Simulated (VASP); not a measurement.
# Ge (Cmmm) in VASP: notebook

Runs on Ge. Level: PBE. Tasks: single point.

All numbers are computed with VASP 6.6.1; they aren't measurements. Logs are shortened: lines on timing, memory, paths and dates and some standing lists are left out, and cuts for length are marked.

**1. The structure**

It takes space group Cmmm (No. 65, orthorhombic). Conventional cell: a = 2.794 Å, b = 5.201 Å, c = 2.698 Å, α = 90.00°, β = 90.00°, γ = 90.00°. Ge (site symmetry mmm) is surrounded by 8 Ge at 2.70 to 2.95 Å.

This isn't the form of Ge at room conditions, which is diamond.

**2. Single point, PBE**

Contents of INCAR:

```
PREC = Normal ; ENCUT = 450
EDIFF = 1E-4 ; ISMEAR = 0
SIGMA = 0.05 ; LREAL = Auto
LASPH = T ; NELM = 100
ALGO = Normal ; ISIF = 2
LWAVE = F ; LCHARG = F
GGA = PE ; NBANDS = 13
ADDGRID = F
```

Contents of KPOINTS:

```
Automatic mesh
0
Gamma
  5 5 5
```

Contents of POSCAR:

```
Ge
1.0
    1.3971490000     -2.6005160000      0.0000000000
    1.3971490000      2.6005160000      0.0000000000
    0.0000000000      0.0000000000      2.6982310000
Ge
1
Direct
    0.5000000000      0.5000000000      0.0000000000
```

Potentials or basis: VASP PAW PBE potentials, release 64 (Ge_d).

The run is started by

```
$ cat potpaw_PBE.64/Ge_d/POTCAR > POTCAR
$ mpirun -np 1 vasp_std > vasp.out
```

OUTCAR:

```text
PREC = Normal
   ENCUT = 450
   EDIFF = 1E-4
   ISMEAR = 0
   LREAL = Auto
   LASPH = T
   NELM = 100
   ISIF = 2
   GGA = PE

 Found     27 irreducible k-points:

 Following reciprocal coordinates:
            Coordinates               Weight
  0.000000  0.000000  0.000000      1.000000
  0.200000 -0.000000  0.000000      4.000000
  0.400000  0.000000  0.000000      4.000000
  0.200000  0.200000  0.000000      2.000000
  0.400000  0.200000  0.000000      4.000000
 -0.400000  0.200000  0.000000      4.000000
   k-points           NKPTS =     27   k-points in BZ     NKDIM =     27   number of bands    NBANDS=     13
   number of dos      NEDOS =    301   number of ions     NIONS =      1
   total plane-waves  NPLWV =   3584
   dimension x,y,z NGX =    16 NGY =   16 NGZ =   14
   dimension x,y,z NGXF=    32 NGYF=   32 NGZF=   28
   ions per type =               1
   NGX,Y,Z   is equivalent  to a cutoff of   9.01,  9.01,  8.63 a.u.
   NGXF,Y,Z  is equivalent  to a cutoff of  18.02, 18.02, 17.25 a.u.
 SYSTEM =  unknown system
   PREC   = normal    normal or accurate (medium, high low for compatibility)
   ISTART =      0    job   : 0-new  1-cont  2-samecut
   ICHARG =      2    charge: 1-file 2-atom 10-const
   ISPIN  =      1    spin polarized calculation?
   LNONCOLLINEAR =      F non collinear calculations
   LSORBIT =      F    spin-orbit coupling
   LASPH  =      T    aspherical Exc in radial PAW
   ENCUT  =  450.0 eV  33.07 Ry    5.75 a.u.   5.11  5.11  4.67*2*pi/ulx,y,z
   NELM   =    100;   NELMIN=  2; NELMDL= -5     # of ELM steps
   EDIFF  = 0.1E-03   stopping-criterion for ELM
   LREAL  =      T    real-space projection
   EDIFFG = 0.1E-02   stopping-criterion for IOM
   NSW    =      0    number of steps for IOM
   IBRION =     -1    ionic relax: 0-MD 1-quasi-New 2-CG
   NFREE  =      0    steps in history (QN), initial steepest desc. (CG)
   ISIF   =      2    stress and relaxation
   ISYM   =      2    0-nonsym 1-usesym 2-fastsym
   POTIM  = 0.5000    time-step for ionic-motion
   TEBEG  =    0.0;   TEEND  =   0.0 temperature during run
   PSTRESS=    0.0 pullay stress
   NELECT =      14.0000    total number of electrons
   NUPDOWN=      -1.0000    fix difference up-down
   EMIN   =  10.00;   EMAX   =-10.00  energy-range for DOS
   EFERMI =   0.00;   METHOD = LEGACY
   ISMEAR =     0;   SIGMA  =   0.05  broadening in eV -4-tet -1-fermi 0-gaus
   EFERMI_NEDOS =   21; number of points for ismear=-14 and -15
   IALGO  =     38    algorithm
   IMIX   =      4    mixing-type and parameters
     AMIX     =   0.40;   BMIX     =  1.00
     AMIX_MAG =   1.60;   BMIX_MAG =  1.00
  volume/ion in A,a.u.               =      19.61       132.31
  Fermi-wavevector in a.u.,A,eV,Ry     =   1.463234  2.765111 29.130796  2.141053
  Thomas-Fermi vector in A             =   2.579353
   LORBIT       =      0    0 simple, 1 ext, 2 COOP (PROOUT), +10 PAW based schemes
   GGA     = PE    functional components
   LHFCALC =     F    Hartree Fock is set to
   AEXX    =    0.0000 exact exchange contribution
   IVDW    =     0    specifies the selected vdW correction
   LEPSILON=     F    determine dielectric tensor
   LRPA    =     F    only Hartree local field effects (RPA)
 non-spin polarized calculation
 Gauss-broadening in eV      SIGMA  =   0.05
  energy-cutoff  :      450.00
  volume of cell :       19.61
 maximum number of plane-waves:       433
   NGX = 11   NGY = 11   NGZ =  9

 number of electron      14.0000048 magnetization

 Free energy of the ion-electron system (eV)
  ---------------------------------------------------
  ext. energy  EPLUGINS =         0.00000000
  ---------------------------------------------------
  free energy    TOTEN  =        -4.24083205 eV

  energy without entropy =       -4.23989968  energy(sigma->0) =       -4.24036587

 E-fermi :   6.0884     XC(G=0): -11.0321

 val. band max:        5.9532214572   @ k =   0.4000   0.4000   0.4000
 cond. band min:       6.1290221649   @ k =   0.4000   0.2000   0.2000
 fundamental gap:      0.1758007078
 Fermi energy:         6.0883568514

 k-point     1 :       0.0000    0.0000    0.0000
  band No.  band energies     occupation
      1     -18.4700      2.00000
      2     -18.4089      2.00000
      3     -18.3585      2.00000
      4     -18.2555      2.00000
      5     -18.2382      2.00000
      6      -6.6364      2.00000
      7      12.8909      0.00000
      8      13.3629      0.00000
      9      14.8764      0.00000
     10      16.3836      0.00000
     11      18.7193      0.00000
     12      21.0937      0.00000
     13      21.2302      0.00000

 k-point     2 :       0.2000   -0.0000    0.0000
  band No.  band energies     occupation
      1     -18.4485      2.00000
      2     -18.3825      2.00000
      3     -18.3481      2.00000
      4     -18.2632      2.00000
      5     -18.2532      2.00000
      6      -5.6667      2.00000
      7       9.0679      0.00000
      8      11.6574      0.00000
      9      13.8152      0.00000
     10      15.9812      0.00000
     11      18.0842      0.00000
     12      22.4580      0.00000
     13      25.5950      0.00000

 k-point     3 :       0.4000    0.0000    0.0000
  band No.  band energies     occupation
      1     -18.4434      2.00000
      2     -18.3682      2.00000
      3     -18.2895      2.00000
      4     -18.2751      2.00000
      5     -18.2633      2.00000
      6      -2.8593      2.00000
      7       2.6910      2.00000
      8       9.9041      0.00000
      9      13.9441      0.00000
     10      16.1034      0.00000
     11      20.7336      0.00000
     12      24.1409      0.00000
     13      25.0170      0.00000

 k-point     4 :       0.2000    0.2000    0.0000
  band No.  band energies     occupation
      1     -18.4235      2.00000
      2     -18.3852      2.00000
      3     -18.2914      2.00000
      4     -18.2825      2.00000
      5     -18.2650      2.00000
      6      -3.6468      2.00000
      7       5.0019      2.00000
      8       7.6087      0.00000
      9      15.5678      0.00000
     10      18.8566      0.00000
     11      19.4986      0.00000
     12      21.3701      0.00000
     13      25.9929      0.00000

 k-point     5 :       0.4000    0.2000    0.0000
  band No.  band energies     occupation
      1     -18.4164      2.00000
      2     -18.3616      2.00000
      3     -18.2886      2.00000
      4     -18.2883      2.00000
      5     -18.2725      2.00000
      6      -1.1474      2.00000
      7       1.6992      2.00000
      8       5.3881      2.00000
      9      17.0836      0.00000
     10      19.3032      0.00000
     11      22.9858      0.00000
     12      23.5743      0.00000
     13      23.6818      0.00000

 k-point     6 :      -0.4000    0.2000    0.0000
  band No.  band energies     occupation
      1     -18.4272      2.00000
      2     -18.3868      2.00000
      3     -18.3088      2.00000
      4     -18.2811      2.00000
      5     -18.2569      2.00000
      6      -3.9974      2.00000
      7       5.1677      2.00000
      8       7.4580      0.00000
      9      15.2450      0.00000
     10      19.3543      0.00000
     11      20.6911      0.00000
     12      23.4692      0.00000
     13      26.1456      0.00000

 [... further k-points ...]

------------------------ aborting loop because EDIFF is reached ----------------------------------------

  FORCE on cell =-STRESS in cart. coord.  units (eV):
  Direction    XX          YY          ZZ          XY          YZ          ZX
  --------------------------------------------------------------------------------------
  -------------------------------------------------------------------------------------
  Total       -0.5502147      0.6208209     -0.2373707      0.0000000      0.0000000      0.0000000
  in kB      -44.9605303     50.7300799    -19.3966325      0.0000000      0.0000000      0.0000000
  external PRESSURE =      -4.5423610 kB  Pullay stress =       0.0000000 kB

 VOLUME and BASIS-vectors are now :
 -----------------------------------------------------------------------------
  energy-cutoff  :      450.00
  volume of cell :       19.61
      direct lattice vectors                 reciprocal lattice vectors
     1.397149000 -2.600516000  0.000000000     0.357871637 -0.192269534  0.000000000
     1.397149000  2.600516000  0.000000000     0.357871637  0.192269534  0.000000000
     0.000000000  0.000000000  2.698231000     0.000000000  0.000000000  0.370613191

 POSITION                                       TOTAL-FORCE (eV/Angst)
 -----------------------------------------------------------------------------------
      1.39715      0.00000      0.00000         0.000000      0.000000      0.000000
 -----------------------------------------------------------------------------------
    total drift:                                0.000000      0.000000     -0.000000

  FREE ENERGIE OF THE ION-ELECTRON SYSTEM (eV)
  ---------------------------------------------------
  free  energy   TOTEN  =        -4.2408320493 eV

  energy  without entropy=       -4.2398996834  energy(sigma->0) =       -4.24036587
```

Run time: 1.7 s. Hardware: 1 thread of Intel Xeon 6975P-C (Granite Rapids), shared host; peak memory 0.11 GiB.

These settings aren't checked as converged: the numbers below hold their error.

Results:

```yaml
Free_energy: -4.2408 eV
Pressure: -0.5 GPa
Band_gap_on_the_k_mesh: none (metal or under the smearing width)
```

Caveat: the k mesh is coarse (spacing up to 0.51 Å⁻¹), so the values aren't converged.

**3. Single point, PBE**

This run uses another cell than the first one, of the same volume but with other edges.

INCAR is that of step 2.

KPOINTS is that of step 2.

Contents of POSCAR:

```
Ge
1.0
    1.4161900000     -2.6475770000      0.0134350000
    1.3961930000      2.6368340000      0.0183540000
    0.0306960000      0.0025520000      2.6389690000
Ge
1
Direct
    0.4852650000      0.4800630000      0.0156560000
```

Potentials or basis: VASP PAW PBE potentials, release 64 (Ge_d).

The run is started by

```
$ cat potpaw_PBE.64/Ge_d/POTCAR > POTCAR
$ mpirun -np 1 vasp_std > vasp.out
```

Wall time 3 s (1 thread of Intel Xeon 6975P-C (Granite Rapids), shared host); peak memory 0.11 GiB.

These settings aren't checked as converged: the numbers below hold their error.

Results:

```
Free energy            : -4.2452 eV
Pressure               : -1.3 GPa
Band gap on the k mesh : none (metal or under the smearing width)
```

Caveat: the k mesh is coarse (spacing up to 0.51 Å⁻¹), so the values aren't converged.
